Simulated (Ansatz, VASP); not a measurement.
## Zr2C: VASP beside Ansatz

```
Zr C
1.0
     1.65339    0.95458    6.13506
    -1.65339    0.95458    6.13506
     0.00000   -1.90917    6.13506
Zr C
2 1
Direct
  0.26647 0.26647 0.26647
  0.73353 0.73353 0.73353
  0.00000 0.00000 0.00000
```

Change from the starting cell: species swapped into the Ba2N type (R-3m, No. 166).

Alike in both runs: task relaxation of cell and atoms; functional PBE; k mesh 6 × 6 × 6; occupations gaussian, width 0.1 eV; no spin polarisation.

|  | VASP | Ansatz |
| --- | --- | --- |
| version | VASP 6.6.1 | Ansatz 0.2.0 |
| potentials or method | VASP PAW PBE potentials, release 64 (Zr_sv, C) | scalar-relativistic, plane waves, PAW |
| plane-wave cutoff (eV) | 600 | 420 |
| valence electrons in the cell | 28 | 28 |

```tsv
	VASP	Ansatz	Ansatz less VASP
gap on the k mesh at the Fermi level, each at its own relaxed structure (eV)	none	none	-
relaxed volume (Å³/atom)	17.28	17.27	-0.014
relaxed cell length with the largest relative difference (Å)	5.724	5.727	+0.0030
energy change over the relaxation (meV/atom)	-166	-166	+0.8
```

A gap of «none» marks a metal or a gap that the smearing closes.

Caveats: the k mesh is coarse (spacing up to 0.37 Å⁻¹), so the values aren't converged.
